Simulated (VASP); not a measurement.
# GaN (P6_3mc) in VASP: notebook

Aim: see how the results for GaN move with the level of theory and the settings. Levels: BLYP, PBE. Tasks: relaxation of cell and atoms, single point.

Program: VASP 6.6.1. These are calculated values, not measurements. Logs are shortened: lines on timing, memory, paths and dates and some standing lists are left out, and cuts for length are marked.

**Measured values to compare with.**

From “Studying electronic properties in GaN without electrical contacts using γ-γ vs e−-γ Perturbed Angular Correlations”, 2019, pmc:6823545, for a bulk crystal of GaN: band gap 3.503 ± 0.005 eV (direct).

How close the calculation comes is told below.

### Step 1. The crystal as given

It takes space group P6_3mc (No. 186, hexagonal). Conventional cell: a = 3.180 Å, b = 3.180 Å, c = 5.166 Å, α = 90.00°, β = 90.00°, γ = 120.00°. Ga (site symmetry 3m) is surrounded by 4 N at 1.94 to 1.95 Å. N (site symmetry 3m) is surrounded by 4 Ga at 1.94 to 1.95 Å.

### Step 2. Relaxation of cell and atoms, BLYP

Contents of INCAR:

```
SYSTEM = GaN
  PREC = Accurate
  ENCUT = 600
  EDIFF = 1E-6
  ISMEAR = -1
  SIGMA = 0.05
  LREAL = .False.
  LASPH = .True.
  NELM = 80
  ALGO = Normal
  ISIF = 3
  LWAVE = .False.
  LCHARG = .False.
  GGA = B5
  ALDAX = 1.0
  AGGAX = 1.0
  AGGAC = 1.0
  ALDAC = 0.0
  IBRION = 2
  NSW = 60
  EDIFFG = -0.01
```

Contents of KPOINTS:

```
Automatic mesh
0
Gamma
  10 10 5
  0 0 0
```

Contents of POSCAR:

```
GaN
1.0
    3.1800000000      0.0000000000      0.0000000000
   -1.5900000000      2.7539607840      0.0000000000
    0.0000000000      0.0000000000      5.1660000000
Ga N
2 2
Direct
    0.6666666667      0.3333333333      0.5000000000
    0.3333333333      0.6666666667      0.0000000000
    0.6666666667      0.3333333333      0.8750000000
    0.3333333333      0.6666666667      0.3750000000
```

Potentials or basis: VASP PAW PBE potentials, release 64 (Ga_d, N).

Started as:

```console
$ cat potpaw_PBE.64/Ga_d/POTCAR potpaw_PBE.64/N/POTCAR > POTCAR
$ mpirun -np 1 vasp_std > vasp.out
```

OUTCAR:

```text
SYSTEM = GaN
   PREC = Accurate
   ENCUT = 600
   EDIFF = 1E-6
   ISMEAR = -1
   LREAL = .False.
   LASPH = .True.
   NELM = 80
   ISIF = 3
   GGA = B5
   IBRION = 2
   NSW = 60
   EDIFFG = -0.01

 ion  position               nearest neighbor table
   1  0.667  0.333  0.500-   3 1.94   4 1.95   4 1.95   4 1.95
   2  0.333  0.667  0.000-   4 1.94   3 1.95   3 1.95   3 1.95
   3  0.667  0.333  0.875-   1 1.94   2 1.95   2 1.95   2 1.95
   4  0.333  0.667  0.375-   2 1.94   1 1.95   1 1.95   1 1.95

  LATTYP: Found a hexagonal cell.
 ALAT       =     3.1800000000
 C/A-ratio  =     1.6245283019

  Lattice vectors:

 A1 = (   3.1800000000,   0.0000000000,   0.0000000000)
 A2 = (  -1.5900000000,   2.7539607840,   0.0000000000)
 A3 = (   0.0000000000,   0.0000000000,   5.1660000000)

Analysis of symmetry for initial positions (statically):
=====================================================================
 Subroutine PRICEL returns:
 Original cell was already a primitive cell.

 Routine SETGRP: Setting up the symmetry group for a
 hexagonal supercell.

 Subroutine GETGRP returns: Found 12 space group operations
 (whereof  6 operations were pure point group operations)
 out of a pool of 24 trial point group operations.

The static configuration has the point symmetry C_3v.
 The point group associated with its full space group is C_6v.

Analysis of symmetry for dynamics (positions and initial velocities):
=====================================================================
 Subroutine PRICEL returns:
 Original cell was already a primitive cell.

 Routine SETGRP: Setting up the symmetry group for a
 hexagonal supercell.

 Subroutine GETGRP returns: Found 12 space group operations
 (whereof  6 operations were pure point group operations)
 out of a pool of 24 trial point group operations.

The dynamic configuration has the point symmetry C_3v.
 The point group associated with its full space group is C_6v.

 Subroutine INISYM returns: Found 12 space group operations
 (whereof  6 operations are pure point group operations),
 and found     1 'primitive' translations

----------------------------------------------------------------------------------------

                                     Primitive cell

  volume of cell :      45.2417

  direct lattice vectors                    reciprocal lattice vectors
     3.180000000  0.000000000  0.000000000     0.314465409  0.181556688  0.000000000
    -1.590000000  2.753960784  0.000000000     0.000000000  0.363113377  0.000000000
     0.000000000  0.000000000  5.166000000     0.000000000  0.000000000  0.193573364

  length of vectors
     3.180000000  3.180000000  5.166000000     0.363113377  0.363113377  0.193573364

  position of ions in fractional coordinates (direct lattice)
     0.666666667  0.333333333  0.500000000
     0.333333333  0.666666667  0.000000000
     0.666666667  0.333333333  0.875000000
     0.333333333  0.666666667  0.375000000

  ion indices of the primitive-cell ions
   primitive index   ion index
                 1           1
                 2           2
                 3           3
                 4           4

----------------------------------------------------------------------------------------

 KPOINTS: Automatic mesh

Automatic generation of k-mesh.
 Grid dimensions read from file:
 generate k-points for:   10   10    5

 Generating k-lattice:

  Cartesian coordinates                     Fractional coordinates (reciprocal lattice)
     0.031446541  0.018155669  0.000000000     0.100000000 -0.000000000  0.000000000
     0.000000000  0.036311338  0.000000000     0.000000000  0.100000000  0.000000000
     0.000000000  0.000000000  0.038714673     0.000000000  0.000000000  0.200000000

  Length of vectors
     0.036311338  0.036311338  0.038714673

  Shift w.r.t. Gamma in fractional coordinates (k-lattice)
     0.000000000  0.000000000  0.000000000

 Subroutine IBZKPT returns following result:
 ===========================================

 Found     42 irreducible k-points:

[... 38 lines left out ...]
     3.180000000  0.000000000  0.000000000     0.314465409  0.181556688  0.000000000
    -1.590000000  2.753960784  0.000000000     0.000000000  0.363113377  0.000000000
     0.000000000  0.000000000  5.166000000     0.000000000  0.000000000  0.193573364
[... 115 lines left out ...]
 POSITION                                       TOTAL-FORCE (eV/Angst)
 -----------------------------------------------------------------------------------
      1.62862      0.94028      2.65393        -0.000000     -0.000000     -0.002727
     -0.00000      1.88056      5.31152        -0.000000     -0.000000     -0.002727
      1.62862      0.94028      4.65446         0.000000      0.000000      0.002727
     -0.00000      1.88056      1.99686         0.000000      0.000000      0.002727
 -----------------------------------------------------------------------------------
    total drift:                                0.000000      0.000000     -0.000305

  FREE ENERGIE OF THE ION-ELECTRON SYSTEM (eV)
  ---------------------------------------------------
  free  energy   TOTEN  =       -22.0451930846 eV

  energy  without entropy=      -22.0451930811  energy(sigma->0) =      -22.04519308

--------------------------------------- Ionic step        5  -------------------------------------------

 number of electron      36.0000006 magnetization

 Free energy of the ion-electron system (eV)
  ---------------------------------------------------
  ext. energy  EPLUGINS =         0.00000000
  ---------------------------------------------------
  free energy    TOTEN  =       -22.04519935 eV

  energy without entropy =      -22.04519934  energy(sigma->0) =      -22.04519935

 E-fermi :   5.8149     XC(G=0): -10.7670

 val. band max:        5.0123396275   @ k =   0.0000   0.0000   0.0000
 cond. band min:       6.5379634628   @ k =   0.0000   0.0000   0.0000
 fundamental gap:      1.5256238354
 Fermi energy:         5.8148847371

 k-point     1 :       0.0000    0.0000    0.0000
  band No.  band energies     occupation
      1     -10.3400      2.00000
      2      -9.7316      2.00000
      3      -8.4984      2.00000
      4      -8.4845      2.00000
      5      -8.4845      2.00000
      6      -8.4356      2.00000
[... 14 lines left out ...]
     21      13.8958      0.00000
     22      14.5402      0.00000
[... 952 lines left out ...]
  band No.  band energies     occupation
      1      -9.6498      2.00000
      2      -9.6265      2.00000
      3      -8.4114      2.00000
      4      -8.4014      2.00000
      5      -8.3818      2.00000
      6      -8.3448      2.00000
[... 14 lines left out ...]
     21      12.4140      0.00000
     22      12.7533      0.00000

 [... further k-points ...]

------------------------ aborting loop because EDIFF is reached ----------------------------------------

  FORCE on cell =-STRESS in cart. coord.  units (eV):
  Direction    XX          YY          ZZ          XY          YZ          ZX
  --------------------------------------------------------------------------------------
  -------------------------------------------------------------------------------------
  Total        0.0272515      0.0272515      0.0389684      0.0000000      0.0000000      0.0000000
  in kB        0.8939834      0.8939834      1.2783517      0.0000000      0.0000000      0.0000000
  external PRESSURE =       1.0221062 kB  Pullay stress =       0.0000000 kB

 VOLUME and BASIS-vectors are now :
 -----------------------------------------------------------------------------
  energy-cutoff  :      600.00
  volume of cell :       48.84
      direct lattice vectors                 reciprocal lattice vectors
     3.257721143  0.000000000  0.000000000     0.306963044  0.177225196 -0.000000000
    -1.628860572  2.821269269 -0.000000000     0.000000000  0.354450393 -0.000000000
     0.000000000  0.000000000  5.313906416     0.000000000  0.000000000  0.188185474

 POSITION                                       TOTAL-FORCE (eV/Angst)
 -----------------------------------------------------------------------------------
      1.62886      0.94042      2.65323        -0.000000     -0.000000     -0.004008
     -0.00000      1.88085      5.31018        -0.000000     -0.000000     -0.004008
      1.62886      0.94042      4.65339         0.000000      0.000000      0.004008
     -0.00000      1.88085      1.99644         0.000000      0.000000      0.004008
 -----------------------------------------------------------------------------------
    total drift:                                0.000000      0.000000      0.000678

  FREE ENERGIE OF THE ION-ELECTRON SYSTEM (eV)
  ---------------------------------------------------
  free  energy   TOTEN  =       -22.0451993473 eV

  energy  without entropy=      -22.0451993437  energy(sigma->0) =      -22.04519935

 reached required accuracy - stopping structural energy minimisation
```

It took 3 min on 1 thread of AMD EPYC 9R45 (Zen 5), shared host; peak memory 0.18 GiB.

What came out:

* Free energy: -22.0452 eV
* Relaxed volume: 12.21 Å³/atom
* Relaxed cell: a = 3.258 Å, b = 3.258 Å, c = 5.314 Å, α = 90.00°, β = 90.00°, γ = 120.00°
* Space group after relaxing (to 0.05 Å): P6_3mc (No. 186)
* Energy gained by relaxing: 38.3 meV/atom
* Ionic steps: 5
* Pressure after relaxing: 0.1 GPa
* Largest force after relaxing: 0.004 eV/Å
* Band gap on the k mesh: 1.53 eV, direct

Forces in eV/Å, atoms in the order of the input:
```
Ga   0.000  0.000 -0.004
Ga   0.000  0.000 -0.004
N    0.000  0.000  0.004
N    0.000  0.000  0.004
```

Step by step:
```tsv
step	energy change (eV)	largest force (eV/Å)	pressure (GPa)	volume (Å³)
1	0.0000	0.1334	14.30	45.24
2	-0.0578	0.0489	-8.65	52.18
3	-0.1532	0.0009	-0.15	48.91
4	-0.1532	0.0027	0.15	48.84
5	-0.1532	0.0040	0.10	48.84
```

Final structure:
```
Ga N
1.0
     3.25772    0.00000    0.00000
    -1.62886    2.82127    0.00000
     0.00000    0.00000    5.31391
Ga N
2 2
Direct
  0.66667 0.33333 0.49930
  0.33333 0.66667 0.99930
  0.66667 0.33333 0.87570
  0.33333 0.66667 0.37570
```

Levels at points of the mesh, in eV from the valence-band top:
| k point | band 15 | band 16 | band 17 | band 18 | band 19 | band 20 | band 21 | band 22 |
| --- | --- | --- | --- | --- | --- | --- | --- | --- |
| (0.00, 0.00, 0.00) | -0.94 | -0.04 | 0.00 | 0.00 | 1.53 | 3.86 | 8.88 | 9.53 |
| (0.50, 0.00, 0.00) | -3.85 | -2.48 | -1.96 | -0.91 | 5.00 | 5.14 | 6.03 | 7.99 |

Caveat: the PAW data sets were made with another functional, which shifts forces and pressure a little.

### Step 3. Single point, PBE

Contents of INCAR:

```
SYSTEM = GaN
PREC     = Accurate       ! precision mode
ENCUT    = 520            ! plane-wave cutoff, eV
EDIFF    = 1E-6           ! SCF threshold, eV
ISMEAR   = 0              ! smearing method
SIGMA    = 0.012          ! smearing width, eV
LREAL    = .False.        ! projectors in reciprocal space
LASPH    = .True.         ! aspherical terms in the spheres
NELM     = 100            ! most SCF steps
ALGO     = Normal         ! electronic algorithm
ISIF     = 2              ! what is computed and relaxed
LWAVE    = .False.        ! write WAVECAR
LCHARG   = .False.        ! write CHGCAR
GGA      = PE             ! functional
NBANDS   = 26             ! bands
```

KPOINTS is that of step 2.

POSCAR is that of step 2.

Potentials or basis: VASP PAW PBE potentials, release 64 (Ga_d, N).

Started as:

```console
$ cat potpaw_PBE.64/Ga_d/POTCAR potpaw_PBE.64/N/POTCAR > POTCAR
$ mpirun -np 1 vasp_std > vasp.out
```

Wall time 29 s (1 thread of AMD EPYC 9R45 (Zen 5), shared host); peak memory 0.15 GiB.

It converged, with:

| Quantity | Value |
| --- | --- |
| Free energy | -24.2850 eV |
| Pressure | 7.4 GPa |
| Largest force | 0.135 eV/Å |
| Band gap on the k mesh | 1.97 eV, direct |

Forces on the atoms (eV/Å):
```
Ga   0.000  0.000 -0.135
Ga   0.000  0.000 -0.135
N    0.000  0.000  0.135
N    0.000  0.000  0.135
```

Stress tensor (GPa, compression positive):
```
6.63 0.00 0.00
0.00 6.63 0.00
0.00 0.00 8.80
```

Levels at points of the mesh, in eV from the valence-band top:
| k point | band 15 | band 16 | band 17 | band 18 | band 19 | band 20 | band 21 | band 22 |
| --- | --- | --- | --- | --- | --- | --- | --- | --- |
| (0.00, 0.00, 0.00) | -1.06 | -0.06 | 0.00 | 0.00 | 1.97 | 4.30 | 9.26 | 9.92 |
| (0.50, 0.00, 0.00) | -4.27 | -2.78 | -2.26 | -0.99 | 5.08 | 5.61 | 6.08 | 8.67 |

### Step 4. Single point, PBE

Contents of INCAR:

```
SYSTEM = GaN
ALGO = Fast ; EDIFF = 1E-6
ENCUT = 550 ; GGA = PE
ISIF = 2 ; ISMEAR = 0
LASPH = .True. ; LCHARG = .True.
LELF = .True. ; LREAL = .False.
LVHAR = .True. ; LWAVE = .False.
NELM = 60 ; PREC = Accurate
SIGMA = 0.1
```

Contents of KPOINTS:

```
k-points
0
Gamma
  10 10 5
  0 0 0
```

Contents of POSCAR:

```
GaN
1.0
    3.1800000000      0.0000000000      0.0000000000
   -1.5900000000      2.7539607840      0.0000000000
    0.0000000000      0.0000000000      5.1660000000
Ga N
2 2
Cartesian
    1.5900000002      0.9179869279      2.5830000000
   -0.0000000002      1.8359738561      0.0000000000
    1.5900000002      0.9179869279      4.5202500000
   -0.0000000002      1.8359738561      1.9372500000
```

Potentials or basis: VASP PAW PBE potentials, release 64 (Ga_d_GW, N_GW).

Started as:

```console
$ cat potpaw_PBE.64/Ga_d_GW/POTCAR potpaw_PBE.64/N_GW/POTCAR > POTCAR
$ mpirun -np 1 vasp_std > vasp.out
```

Run time: 30 s. Hardware: 1 thread of Intel Xeon 6975P-C (Granite Rapids), shared host; peak memory 0.18 GiB.

Results (log left out):

```
Free energy            : -24.2948 eV
Pressure               : 7.0 GPa
Largest force          : 0.135 eV/Å
Band gap on the k mesh : 1.98 eV, direct
```

Forces on the atoms (eV/Å):
```
Ga   0.000  0.000 -0.135
Ga   0.000  0.000 -0.135
N    0.000  0.000  0.135
N    0.000  0.000  0.135
```

Stress tensor (GPa, compression positive):
```
6.25 0.00 0.00
0.00 6.25 0.00
0.00 0.00 8.42
```

Levels at points of the mesh, in eV from the valence-band top:
```csv
k point,band 14,band 15,band 16,band 17,band 18,band 19,band 20,band 21,band 22
"(0.00, 0.00, 0.00)",-1.06,-1.06,-0.06,0.00,0.00,1.98,4.31,9.26,9.92
"(0.50, 0.00, 0.00)",-5.30,-4.28,-2.78,-2.26,-0.99,5.08,5.62,6.08,8.68
```

### Step 5. Single point, PBE

Contents of run.py:

```python
from ase.calculators.vasp import Vasp
from ase.dft.bandgap import bandgap
from ase.io import read

atoms = read('GaN.cif', primitive_cell=True, subtrans_included=False)
calc = Vasp(
    directory='calc',
    xc='pbe',
    pp='PBE',
    setups='gw',
    prec='Accurate',
    encut=550,
    ediff=1e-06,
    ismear=0,
    sigma=0.1,
    lreal=False,
    lasph=True,
    nelm=60,
    algo='Fast',
    isif=2,
    lwave=False,
    lcharg=True,
    lelf=True,
    lvhar=True,
    kpts=[10, 10, 5],
    gamma=True,
)
atoms.calc = calc

print('energy (eV):', atoms.get_potential_energy())
print('free energy (eV):', atoms.get_potential_energy(force_consistent=True))
print('forces (eV/A):')
print(atoms.get_forces())
print('stress (eV/A^3, Voigt):', atoms.get_stress())
print('Fermi level (eV):', calc.get_fermi_level())
gap, top, bottom = bandgap(calc)
print('band gap (eV):', gap, 'from (spin, k, band)', top, 'to', bottom)
```

Contents of GaN.cif:

```cif
data_GaN
_cell_length_a 3.18000000
_cell_length_b 3.18000000
_cell_length_c 5.16600000
_cell_angle_alpha 90.00000000
_cell_angle_beta 90.00000000
_cell_angle_gamma 120.00000000
_space_group_name_H-M_alt 'P6_3mc'
_space_group_name_Hall 'P 6c -2c'
_space_group_IT_number 186
loop_
_space_group_symop_operation_xyz
'x,y,z'
'x-y,x,z+1/2'
'-y,x-y,z'
'-x,-y,z+1/2'
'-x+y,-x,z'
'y,-x+y,z+1/2'
'y,x,z+1/2'
'x,x-y,z'
'x-y,-y,z+1/2'
'-y,-x,z'
'-x,-x+y,z+1/2'
'-x+y,y,z'
loop_
_atom_site_label
_atom_site_type_symbol
_atom_site_symmetry_multiplicity
_atom_site_Wyckoff_symbol
_atom_site_fract_x
_atom_site_fract_y
_atom_site_fract_z
_atom_site_occupancy
Ga1 Ga 2 b 0.6666666667 0.3333333333 0.5000000000 1
N1 N 2 b 0.6666666667 0.3333333333 0.8750000000 1
```

Started as:

```console
$ python run.py
```

It took 34 s on 1 thread of Intel Xeon 6975P-C (Granite Rapids), shared host; peak memory 0.18 GiB.

It converged, with:

| Item | Value |
| --- | --- |
| Free energy | -24.2948 eV |
| Pressure | 7.0 GPa |
| Largest force | 0.135 eV/Å |
| Band gap on the k mesh | 1.98 eV, direct |

Forces on the atoms (eV/Å):
```
Ga   0.000  0.000 -0.135
Ga   0.000  0.000 -0.135
N    0.000  0.000  0.135
N    0.000  0.000  0.135
```

Stress tensor (GPa, compression positive):
```
6.25 0.00 0.00
0.00 6.25 0.00
0.00 0.00 8.42
```

Levels at points of the mesh, in eV from the valence-band top:
```
           k point  band 14  band 15  band 16  band 17  band 18  band 19  band 20  band 21  band 22
(0.00, 0.00, 0.00)    -1.06    -1.06    -0.06     0.00     0.00     1.98     4.31     9.26     9.92
(0.50, 0.00, 0.00)    -5.30    -4.28    -2.78    -2.26    -0.99     5.08     5.62     6.08     8.68
```

### Step 6. The reference run

An earlier run on the cell as given: functional PBEsol; potentials or basis VASP PAW PBE potentials, release 64 (Ga_d, N); cutoff 520 eV; k mesh 10 × 10 × 5; occupations fermi-dirac, width 0.05 eV; no spin polarisation.

- Pressure: 0.8 GPa
- Largest force: 0.131 eV/Å
- Band gap on the k mesh: 1.93 eV, direct

### Step 7. Summary

```tsv
task	level	potentials or basis	cell	cutoff (eV)	smearing	ladder	gap on the mesh (eV)	pressure (GPa)	largest force (eV/Å)
relaxation of cell and atoms	BLYP	VASP PAW PBE potentials, release 64 (Ga_d, N)	relaxed	600	fermi-dirac 0.05 eV	-	1.53	0.1	-
single point	PBE	VASP PAW PBE potentials, release 64 (Ga_d, N)	as given	520	gaussian 0.012 eV	-	1.97	7.4	0.13
single point	PBE	VASP PAW PBE potentials, release 64 (Ga_d_GW, N_GW)	as given	550	gaussian 0.1 eV	-	1.98	7.0	0.14
single point	PBEsol	VASP PAW PBE potentials, release 64 (Ga_d, N)	as given	520	fermi-dirac 0.05 eV	free	1.93	0.8	0.13
```

Alike in all rows: no spin polarisation; k mesh 10 × 10 × 5.

Caveats: the PAW data sets were made with another functional, which shifts forces and pressure a little (some runs).

Total energies depend on the potentials used, so only differences within one code and one set of settings carry meaning.

### Step 8. Comparison with measurements

Step 3. Against the measured gap of GaN, 3.503 eV (direct; quoted in “Studying electronic properties in GaN without electrical contacts using γ-γ vs e−-γ Perturbed Angular Correlations”, 2019, pmc:6823545), the calculated 1.97 eV is off by -1.53 eV. Spin-orbit coupling on Ga is left out. The value is that of PBE, without temperature or zero-point motion. Semilocal functionals fall short of measured gaps as a rule.

Step 4. Measured gap of GaN: 3.503 eV (direct; quoted in “Studying electronic properties in GaN without electrical contacts using γ-γ vs e−-γ Perturbed Angular Correlations”, 2019, pmc:6823545). This calculation gives 1.98 eV (-1.53 eV). Spin-orbit coupling on Ga is left out. The value is that of PBE, without temperature or zero-point motion. Semilocal functionals fall short of measured gaps as a rule.

Step 5. Against the measured gap of GaN, 3.503 eV (direct; quoted in “Studying electronic properties in GaN without electrical contacts using γ-γ vs e−-γ Perturbed Angular Correlations”, 2019, pmc:6823545), the calculated 1.98 eV is off by -1.53 eV. Spin-orbit coupling on Ga is left out. The value is that of PBE, without temperature or zero-point motion. Semilocal functionals fall short of measured gaps as a rule.
